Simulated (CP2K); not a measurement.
LiF (Griceite): single point with PBE

LiF (Griceite):

```
F Li
1.0
     2.84823    0.00000    0.00000
     1.42411    2.46664    0.00000
     1.42411    0.82221    2.32557
F Li
1 1
Direct
  0.50000 0.50000 0.50000
  0.00000 0.00000 0.00000
```

```
Program             : CP2K 2026.2
Task                : single point
Functional          : PBE
Potentials or basis : POTENTIAL_UZH F GTH-PBE-q7, Li GTH-PBE-q1; TZVP-MOLOPT-PBE-GTH basis
Density cutoff      : 10204 eV
k mesh              : 11 × 11 × 11
Occupations         : fermi-dirac, width 0.05 eV
Spin                : no spin polarisation
```

```yaml
Pressure: 14.0 GPa
Band_gap_on_the_k_mesh: 8.91 eV, indirect (least direct gap 8.92 eV)
Mulliken_charges: F -0.68; Li +0.68 e
```

Levels at points of the mesh, in eV from the valence-band top:
| k point | band 1 | band 2 | band 3 | band 4 | band 5 | band 6 | band 7 | band 8 |
| --- | --- | --- | --- | --- | --- | --- | --- | --- |
| (0.00, 0.00, 0.00) | -20.04 | -0.01 | -0.01 | -0.01 | 8.91 | 24.82 | 24.82 | 24.82 |

Wall time 32 s on 1 thread of Arm Neoverse V1, on a shared host, peak memory 0.25 GiB.

Caveat: Mulliken charges move with the basis; an odd mesh through Γ misses points on the zone boundary, where band edges often lie; the basis of atomic orbitals isn't converged, which shifts pressures, moduli and gaps. PBE gaps usually lie below the measured ones, often by a third to a half.
